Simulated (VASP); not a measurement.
# Hf (Hafnium) under strain, part 2 of 2

How does the pressure of Hf (Hafnium) answer to a change of volume? The bands are shown for each cell. All runs use PBE. Left out of this account: 1 further run (self-consistent run: a reference on another mesh). The start is a cell from a database of measured crystal structures.

VASP 6.6.1; PBE; plane waves and PAW (Hf_pv).

Still holding for the runs below: Spin-orbit coupling is off here; with elements this heavy it splits and shifts levels by tenths of an eV or more.

So far, pressure (GPa): step 2 (bands, cell as listed) 0.207; step 3 (cell volume +4.0 %) -3.81; step 4 (cell volume +8.0 %) -7.16; step 5 (bands, sheared, principal strains -4.2, +0.6, +3.8 %) 0.386; step 6 (cell volume -4.0 %) 5.04.

## 7. Bands, volume times 0.92 (continued)

Electronic bands along the path, in eV, zero at the Fermi level; # counts the bands kept:

| point | #1 | #2 | #3 | #4 | #5 | #6 | #7 | #8 |
| --- | --- | --- | --- | --- | --- | --- | --- | --- |
| Γ | -7.67 | -3.98 | 0.96 | 1.19 | 1.19 | 1.50 | 2.10 | 2.10 |
| 0.53 of the way | -5.60 | -2.52 | -1.28 | -0.68 | 0.79 | 1.47 | 1.52 | 3.33 |
| M | -3.50 | -3.08 | -2.51 | -0.65 | 0.76 | 0.98 | 1.84 | 6.45 |
| 0.53 of the way | -2.80 | -2.47 | -2.33 | -1.08 | 0.41 | 0.77 | 1.98 | 5.60 |
| K | -2.47 | -1.84 | -1.84 | -1.49 | 0.38 | 0.38 | 2.22 | 5.67 |
| 0.47 of the way | -4.97 | -1.88 | -1.55 | -1.30 | 0.67 | 0.72 | 1.77 | 3.39 |
| Γ | -7.67 | -3.98 | 0.96 | 1.19 | 1.19 | 1.50 | 2.10 | 2.10 |
| 0.47 of the way | -7.13 | -4.22 | 0.29 | 0.98 | 0.98 | 1.05 | 1.70 | 1.70 |
| A | -5.53 | -5.53 | 0.11 | 0.11 | 1.07 | 1.07 | 1.07 | 1.07 |
| 0.47 of the way | -4.28 | -4.28 | -0.78 | -0.78 | 0.58 | 0.58 | 2.16 | 2.16 |
| L | -3.69 | -3.69 | -1.15 | -1.15 | 1.47 | 1.47 | 2.83 | 2.83 |
| 0.53 of the way | -3.00 | -3.00 | -0.83 | -0.83 | 0.06 | 0.06 | 2.84 | 2.84 |
| H | -1.94 | -1.94 | -1.60 | -1.60 | -0.11 | -0.11 | 2.66 | 2.66 |
| 0.47 of the way | -3.62 | -3.62 | -0.88 | -0.88 | 0.17 | 0.17 | 2.37 | 2.37 |
| A | -5.53 | -5.53 | 0.11 | 0.11 | 1.07 | 1.07 | 1.07 | 1.07 |
| jump to L | -3.69 | -3.69 | -1.15 | -1.15 | 1.47 | 1.47 | 2.83 | 2.83 |
| 0.47 of the way | -3.92 | -3.10 | -1.45 | -1.37 | 1.27 | 1.37 | 1.74 | 4.96 |
| M | -3.50 | -3.08 | -2.51 | -0.65 | 0.76 | 0.98 | 1.84 | 6.45 |
| jump to K | -2.47 | -1.84 | -1.84 | -1.49 | 0.38 | 0.38 | 2.22 | 5.67 |
| 0.53 of the way | -2.11 | -1.88 | -1.88 | -1.46 | 0.07 | 0.07 | 2.19 | 4.28 |
| H | -1.94 | -1.94 | -1.60 | -1.60 | -0.11 | -0.11 | 2.66 | 2.66 |

 The pressure is 10.83 GPa. The parabola predicted 10.73 GPa, -0.09 GPa off.

## 8. Bands, atoms displaced by up to 0.03 Å

The atoms are moved off their sites at random, as a crude picture of disorder.

Contents of INCAR:

```
SYSTEM = Hf
PREC = Accurate
ENCUT = 400
EDIFF = 1E-06
NELM = 100
ISMEAR = -1
SIGMA = 0.05
LREAL = .FALSE.
ALGO = Normal
GGA = PE
NBANDS = 22
LASPH = .TRUE.
LORBIT = 11
LWAVE = .FALSE.
LCHARG = .FALSE.
KPAR = 2
```

Contents of POSCAR:

```
Hf
1.0
    3.1967000000      0.0000000000      0.0000000000
   -1.5983500000      2.7684234083      0.0000000000
    0.0000000000      0.0000000000      5.0578000000
Hf
2
Direct
    0.3233200000      0.6615030000      0.2511400000
    0.6656410000      0.3285800000      0.7498580000
```

Contents of KPOINTS:

```
Automatic mesh
0
Gamma
14 14 8
0 0 0
```

Contents of KPOINTS_OPT:

```
Line mode
16
Line-mode
Reciprocal
  0.00000000   0.00000000   0.00000000 GAMMA
  0.50000000   0.00000000   0.00000000 M

  0.50000000   0.00000000   0.00000000 M
  0.33333333   0.33333333   0.00000000 K

  0.33333333   0.33333333   0.00000000 K
  0.00000000   0.00000000   0.00000000 GAMMA

  0.00000000   0.00000000   0.00000000 GAMMA
  0.00000000   0.00000000   0.50000000 A

  0.00000000   0.00000000   0.50000000 A
  0.50000000   0.00000000   0.50000000 L

  0.50000000   0.00000000   0.50000000 L
  0.33333333   0.33333333   0.50000000 H

  0.33333333   0.33333333   0.50000000 H
  0.00000000   0.00000000   0.50000000 A

  0.50000000   0.00000000   0.50000000 L
  0.50000000   0.00000000   0.00000000 M

  0.33333333   0.33333333   0.00000000 K
  0.33333333   0.33333333   0.50000000 H
```

PAW data sets: Hf_pv (PBE family, release 64).

On the command line:

```sh
$ mpirun -np 2 vasp_std
```

Run time: 3.8 min. Hardware: 2 MPI ranks of AMD EPYC 7R43, shared host; peak memory 1.4 GiB; 7.5 min of CPU time.

Numbers from this step:

* irreducible k-points: 788
* symmetry operations: 2
* free energy (TOTEN): -19.85 eV
* energy at zero smearing: -19.85 eV
* Fermi energy: 4.917 eV
* pressure: 0.2082 GPa

Electronic bands along the path, in eV, zero at the Fermi level; # counts the bands kept:

| point | #1 | #2 | #3 | #4 | #5 | #6 | #7 | #8 |
| --- | --- | --- | --- | --- | --- | --- | --- | --- |
| Γ | -7.38 | -3.71 | 0.64 | 1.16 | 1.20 | 1.45 | 1.97 | 2.03 |
| 0.47 of the way | -5.87 | -2.44 | -0.87 | -0.49 | 0.85 | 1.49 | 1.64 | 2.70 |
| M | -3.32 | -2.75 | -2.18 | -0.82 | 0.78 | 0.81 | 1.65 | 5.87 |
| 0.47 of the way | -2.82 | -2.23 | -2.14 | -1.09 | 0.53 | 0.65 | 1.76 | 5.29 |
| K | -2.13 | -1.80 | -1.79 | -1.44 | 0.33 | 0.40 | 2.05 | 5.14 |
| 0.53 of the way | -5.41 | -2.02 | -1.12 | -0.88 | 0.75 | 0.90 | 1.82 | 2.85 |
| Γ | -7.38 | -3.71 | 0.64 | 1.16 | 1.20 | 1.45 | 1.97 | 2.03 |
| 0.53 of the way | -6.75 | -4.13 | 0.04 | 0.93 | 0.97 | 0.98 | 1.53 | 1.59 |
| A | -5.41 | -5.40 | 0.12 | 0.17 | 1.06 | 1.06 | 1.08 | 1.09 |
| 0.47 of the way | -4.22 | -4.21 | -0.64 | -0.62 | 0.56 | 0.57 | 2.03 | 2.05 |
| L | -3.42 | -3.42 | -0.98 | -0.96 | 1.17 | 1.17 | 2.63 | 2.67 |
| 0.47 of the way | -2.93 | -2.93 | -0.75 | -0.72 | 0.14 | 0.15 | 2.65 | 2.69 |
| H | -1.77 | -1.77 | -1.47 | -1.45 | -0.20 | -0.20 | 2.50 | 2.54 |
| 0.47 of the way | -3.56 | -3.55 | -0.77 | -0.77 | 0.19 | 0.19 | 2.25 | 2.26 |
| A | -5.41 | -5.40 | 0.12 | 0.17 | 1.06 | 1.06 | 1.08 | 1.09 |
| jump to L | -3.42 | -3.42 | -0.98 | -0.96 | 1.17 | 1.17 | 2.63 | 2.67 |
| 0.47 of the way | -3.63 | -2.85 | -1.33 | -1.23 | 1.13 | 1.35 | 1.36 | 4.56 |
| M | -3.32 | -2.75 | -2.18 | -0.82 | 0.78 | 0.81 | 1.65 | 5.87 |
| jump to K | -2.13 | -1.80 | -1.79 | -1.44 | 0.33 | 0.40 | 2.05 | 5.14 |
| 0.47 of the way | -1.91 | -1.78 | -1.78 | -1.40 | 0.04 | 0.11 | 2.03 | 4.26 |
| H | -1.77 | -1.77 | -1.47 | -1.45 | -0.20 | -0.20 | 2.50 | 2.54 |

Force by atom:

| atom | x (eV/Å) | y (eV/Å) | z (eV/Å) | size |
| --- | --- | --- | --- | --- |
| Hf1 | 0.0623 | 0.0030 | -0.0193 | 0.0653 |
| Hf2 | -0.0623 | -0.0030 | 0.0193 | 0.0653 |

 The pressure is 0.21 GPa, and the symmetry operations fall from 24 to 2.

## 9. The runs together

| cell | mesh | pressure (GPa) | gap (eV) |
| --- | --- | --- | --- |
| cell as listed | 14×14×8 | 0.21 | none |
| volume times 1.04 | 14×14×8 | -3.81 | none |
| volume times 1.08 | 14×14×8 | -7.16 | none |
| sheared, principal strains -4.2, +0.6, +3.8 % | 14×14×8 | 0.39 | none |
| volume times 0.96 | 14×14×8 | 5.04 | none |
| volume times 0.92 | 14×14×8 | 10.83 | none |
| atoms displaced by up to 0.03 Å | 14×14×8 | 0.21 | none |

## 10. Outcome

```json
{
  "pressure, cell as listed": "0.207 GPa",
  "pressure, volume times 1.04": "-3.81 GPa",
  "pressure, volume times 1.08": "-7.16 GPa",
  "pressure, sheared, principal strains -4.2, +0.6, +3.8 %": "0.386 GPa",
  "pressure, volume times 0.96": "5.04 GPa",
  "pressure, volume times 0.92": "10.8 GPa",
  "pressure, atoms displaced by up to 0.03 Å": "0.208 GPa",
  "bulk modulus at the listed volume, shape and positions held": "111 GPa"
}
```

The slope of pressure against ln V at the listed volume gives a bulk modulus of 111 GPa at fixed shape and positions. Spin-orbit coupling is left out, and with elements this heavy it would split and shift bands near the Fermi level.

[Lines on the potential files, build, host, timing and source positions are cut from VASP's logs without a mark.]

[Logs are printed without paths, hosts, clocks, repeated set-up lines and the standing remarks that a program may print on its own settings, such as how far it seeks lower states.]

[Hosts, paths, dates, database ids (printed as entryN), source tags and the programs' standing remarks are cut or masked in the printed files.]

[A measured line is paired with the nearest computed mode of its activity, which favours agreement.]
